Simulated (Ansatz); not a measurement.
The system is Al.

```
CELL_PARAMETERS angstrom
-1.59122 1.59122 1.59122
1.59122 -1.59122 1.59122
1.59122 1.59122 -1.59122
ATOMIC_POSITIONS crystal
Al 0.00000 0.00000 0.00000
```

This isn't the form of Al at room conditions, which is fcc.

Base run:

- Program: Ansatz 0.2.0
- Functional: LDA
- Potentials or basis: Ansatz PAW
- Cutoff: 420 eV (not typed: the program's choice for these potentials)
- k mesh: 12 × 12 × 12
- Occupations: fermi-dirac, width 0.05 eV
- Spin: no spin polarisation

Its results: band gap on the k mesh none (metal or under the smearing width); pressure 0.5 GPa.

Task: After a change of settings the same cell gave: band gap on the k mesh none (metal or under the smearing width); pressure 5.3 GPa. Which change was it?
A. functional from LDA to RPBE
B. functional from LDA to PBE
C. functional from LDA to PBE; occupations from fermi-dirac, width 0.05 eV to gaussian, width 0.011 eV
D. functional from LDA to PBEsol

Result: A.

RPBE binds less tightly than LDA, so the same cell stands under more pressure.

Caveats: the PAW data sets come from PBE, with cores solved anew for the run's functional, which leaves a small shift of forces and pressure.
